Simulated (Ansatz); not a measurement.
# A sheet of C under strain

A free-standing layer, 2 atoms in a cell of 2.466 × 2.466 Å at 120° (P6/mmm), 0.00 Å between its outer nuclei. Ansatz: PBE+D3(BJ), PAW, 420 eV, 18×18×1 mesh. It is strained by x per cent equally along both axes, atoms relaxed; y is the tensile stress along x per length. Symmetry keeps the layer flat. The small cell can't ripple, as a free sheet would under compression.

```tsv
x (%)	y (N/m)	vacuum level over E_F (eV)
-4.0	-21.03	3.87
-2.0	-9.54	4.06
0.0	0.00	4.24
2.0	?	?
4.0	13.97	4.56
7.0	21.08	4.77
```

**Question.** Fit y = c1 x + c2 x² to the other rows, give the stiffness, and predict the missing row.

**Answer.** Least squares on the rows shown. y = 4.4080 x − 0.20310 x². The stiffness C11 + C12 is 100 c1 = 441 N/m, and the parabola would peak at x = 11 %, far outside the rows, so that is no strength. At x = 2.0 the fit asked for gives 8.00 N/m. The run gave 7.73 N/m, so the fit is 0.27 N/m too high, within twice the rms miss on the fitted rows (0.24 N/m).

In the withheld run the vacuum level lies 4.41 eV over E_F.